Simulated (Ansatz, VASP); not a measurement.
Two plane-wave programs on SnO

File INCAR:

```
SYSTEM = SnO
PREC = Accurate
ENCUT = 520
EDIFF = 1E-7
ISMEAR = 0
SIGMA = 0.024
LREAL = .False.
LASPH = .True.
NELM = 60
ALGO = Normal
ISIF = 2
LWAVE = .False.
LCHARG = .False.
GGA = PE
NBANDS = 28
```

The input KPOINTS:

```
regular mesh
0
Gamma
  7 7 6
  0 0 0
```

POSCAR

```
SnO
1.0
    3.8136952200      0.0000000000      0.0000000000
    0.0000000000      3.8136952200      0.0000000000
    0.0000000000      0.0000000000      4.8869133000
Sn O
2 2
Direct
    0.5000000000      0.0000000000      0.7646261400
    0.0000000000      0.5000000000      0.2353738600
    0.0000000000      0.0000000000      0.0000000000
    0.5000000000      0.5000000000      0.0000000000
```

Contents of input.yaml:

```yaml
crystal:
  lattice:
    - [3.81369522, 0.0, 0.0]
    - [0.0, 3.81369522, 0.0]
    - [0.0, 0.0, 4.8869133]
  atoms:
    - { symbol: Sn, position: [0.5, 0.0, 0.76462614] }
    - { symbol: Sn, position: [0.0, 0.5, 0.23537386] }
    - { symbol: O, position: [0.0, 0.0, 0.0] }
    - { symbol: O, position: [0.5, 0.5, 0.0] }
hamiltonian:
  xc: pbe
  pseudopotentials: { kind: paw }
kpoints:
  mp_grid: { grid: [7, 7, 6] }
scf:
  occupations: { method: gaussian, width: 0.024 }
output:
  forces: true
  stress: true
  eigenvalues: true
```

The cell is a database's computed one.

Alike in both runs: task single point; functional PBE; k mesh 7 × 7 × 6; occupations gaussian, width 0.024 eV; no spin polarisation.

|  | VASP | Ansatz |
| --- | --- | --- |
| version | VASP 6.6.1 | Ansatz 0.2.0 |
| potentials or method | VASP PAW PBE potentials, release 64 (Sn_d, O) | Ansatz PAW |
| plane-wave cutoff (eV) | 520 | 420 |
| valence electrons in the cell | 40 | 40 |

```csv
,VASP,Ansatz,Ansatz less VASP
gap on the k mesh at the Fermi level (eV),0.38,0.37,-0.013
least direct gap on the mesh (eV),2.05,2.07,+0.029
pressure (GPa),3.8,3.6,-0.23
largest component of the traceless stress (GPa),0.61,0.63,+0.024
rms of the force components (eV/Å),0.186,0.151,-0.0350
```

Atom by atom the forces differ by 0.035 eV/Å (rms over components). The functional is the same, so the differences come from potentials, cutoffs and numerics.

Caveats: spin-orbit coupling is left out, which moves the levels of the heavy elements; an odd mesh through Γ misses points on the zone boundary, where band edges often lie (VASP); odd divisions of the mesh miss points on the zone boundary, where band edges often lie, so the gap on the mesh can be too wide (Ansatz); the pressure holds a Pulay correction of +0.5 GPa for the finite cutoff (Ansatz). Expect the measured gap to be larger: semilocal functionals such as PBE lack the derivative discontinuity.
